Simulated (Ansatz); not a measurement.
TiS$_{2}$, DFT, LDA, all-electron LAPW, scalar-relativistic (Ansatz 0.2.0), run on 1 thread of Intel(R) Xeon(R) Platinum 8488C (Sapphire Rapids) on a shared host.

The cell comes from COD entry 1537865, which wasn't checked; take it as a given geometry. It is an old determination, and later ones may differ. The listed cell was then made from it by scaling, straining or moving an atom.

Command: `ansatz run input.yaml --threads 1 --pin off --max-ram 4096MiB --backend cpu --events-out ev --progress --plain --runs-dir out`

```yaml
crystal:
  lattice:
    - [3.3437605612, 0.0, 0.0]
    - [-1.6718802806, 2.8957815901, 0.0]
    - [0.0, 0.0, 5.695]
  atoms:
    - { symbol: Ti, position: [0.0, 0.0, 0.0] }
    - { symbol: S, position: [0.3333333333, 0.6666666667, 0.25] }
    - { symbol: S, position: [0.6666666667, 0.3333333333, 0.75] }
kpoints:
  mp_grid: { grid: [12, 12, 7] }
  band_path:
    path:
      - [0.0, 0.0, 0.0]
      - [0.5, 0.0, 0.0]
      - [0.3333333333, 0.3333333333, 0.0]
      - [0.0, 0.0, 0.0]
      - [0.0, 0.0, 0.5]
      - [0.5, 0.0, 0.5]
      - [0.3333333333, 0.3333333333, 0.5]
      - [0.0, 0.0, 0.5]
      - [0.5, 0.0, 0.5]
    npoints: 5
scf:
  occupations: { method: fermi_dirac, width: 0.05 }
hamiltonian:
  xc: lda
  pseudopotentials: { kind: all_electron, lapw: { basis_error: 0.001 } }
output:
  forces: true
  stress: true
  eigenvalues: true
```

(1) How large is the problem that the program sets up?

(2) About how long does it take, and how much memory does it use?

Answers

(1) 112 irreducible k-points, 549 plane waves at Γ, 24 bands.

(2) 23 s of wall time for 8 SCF iterations, with a peak of 0.57 GiB. Times on shared machines scatter by tens of per cent.
